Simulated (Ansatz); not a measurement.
**Fm-3m: 4 crystals compared**

All 4 crystals share space group Fm-3m (No. 225) and the same kinds of sites, 2 atoms in the primitive cell. They are database entries and needn't be the stable phases. The set is a selection: crystals with no linear-response run were left out. Cells are relaxed by PAW under the functional.

Quantity: dielectric response and Born charges by linear response (direction means). Level: PBEsol, PAW on Ansatz 0.2.0's default frozen-core files (fitted under PBE), scalar-relativistic.

```json
{"crystal": "BaO", "cell (conventional)": "a = 5.490 Å", "k mesh": "6×6×6", "smearing (eV)": "none", "ε∞": "?", "largest |Z*| (e)": "?", "ε₀": "?"}
{"crystal": "LiBr", "cell (conventional)": "a = 5.412 Å", "k mesh": "6×6×6", "smearing (eV)": "none", "ε∞": "3.56", "largest |Z*| (e)": "1.22", "ε₀": "12.7"}
{"crystal": "RbBr", "cell (conventional)": "a = 6.850 Å", "k mesh": "6×6×6", "smearing (eV)": "none", "ε∞": "2.58", "largest |Z*| (e)": "1.16", "ε₀": "5.3"}
{"crystal": "AgBr", "cell (conventional)": "a = 5.675 Å", "k mesh": "8×8×8", "smearing (eV)": "none", "ε∞": "6.54", "largest |Z*| (e)": "1.51", "ε₀": "13.7"}
```

Problem. What did the calculation give for BaO?

Solution. ε∞ = 4.28, largest |Z*| = 2.78 e, ε₀ = 114.5.

Limits of these numbers: frozen-core PAW files fitted under PBE, their cores solved anew for the functional of the run; zone-boundary modes aren't tested; semilocal gaps are low, so ε∞ comes out large.
